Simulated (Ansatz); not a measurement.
## Which metal conducts best in a thin wire?

Plane-wave DFT in Ansatz, PBEsol, scalar-relativistic PAW potentials, cutoff 420 eV, no spin-orbit coupling; no spin polarisation. Relaxed crystals; Boltzmann transport at 300 K with one relaxation time τ for all states, on bands interpolated from the mesh shown (Fermi–Dirac smearing 0.15 eV in the self-consistent run).

```csv
metal,k mesh,"σ/τ xx, yy, zz (10²⁰ Ω⁻¹ m⁻¹ s⁻¹)","N(E_F) (states eV⁻¹ nm⁻³, both spins)"
Pt (Fm-3m),20×20×20,"16.11, 16.11, 16.11",133.1
TiC (Fm-3m),16×16×16,"2.67, 2.67, 2.67",14.6
TaC (Fm-3m),16×16×16,"14.07, 14.07, 14.07",28.2
Mo (Im-3m),20×20×20,"15.93, 15.93, 15.93",38.1
```

Task: Get the Fermi velocity and ρλ of each, along its best-conducting axis, without knowing τ.

Result: The trace of σ/τ is e²N(E_F)⟨v²⟩, which gives the root mean square velocity. With ρ = 1/((σ/τ)τ) and λ = vτ the time drops out: ρλ = v/(σ/τ).
```csv
metal,v (10⁵ m/s),ρλ (10⁻¹⁶ Ω m²)
Pt (Fm-3m),4.76,3.0
Mo (Im-3m),8.85,5.6
TaC (Fm-3m),9.66,6.9
TiC (Fm-3m),5.85,21.9
```

ρλ measures the inverse of the Fermi surface's area in k space (1/(ρλ) = e²S_F/(12π³ħ) for an isotropic metal), not the velocity: slow d electrons on a large surface can match fast s electrons. Copper's value in the literature is about 6.7×10⁻¹⁶ Ω m².

Task: How much resistivity do surfaces and grain boundaries add in a square wire 15 nm wide, with diffuse surfaces, grains as wide as the wire and a reflection coefficient of 0.3?

Result: In the common approximations to Fuchs–Sondheimer and Mayadas–Shatzkes, Δρ = ρλ [3(1 − p)/(4d) + 3R/(2D(1 − R))], with specularity p = 0, R = 0.3, and width d and grain size D both 15 nm, so Δρ = ρλ × 0.93×10⁸ m⁻¹: Pt (Fm-3m) 2.7 μΩ cm, Mo (Im-3m) 5.2 μΩ cm, TaC (Fm-3m) 6.4 μΩ cm, TiC (Fm-3m) 20.4 μΩ cm. The rise is smallest in Pt (Fm-3m). The wire's resistivity is this plus the bulk value, which needs phonon and disorder scattering and wasn't computed, so a small ρλ is needed but not enough: a wire metal must also be stable, stay ordered and resist electromigration and oxidation. One τ for all states gives, as a rule, a lower ρλ than one λ would, by some tens of per cent where velocities vary over the Fermi surface, which flatters d metals against copper, and the values hang on the mesh.

Spin-orbit coupling, left out, matters for the members with heavy elements.

Cost: about 8.2 core-minutes for the runs cited, on Intel Xeon Platinum 8488C (Sapphire Rapids), AMD EPYC 9R45 (Zen 5) (shared hosts).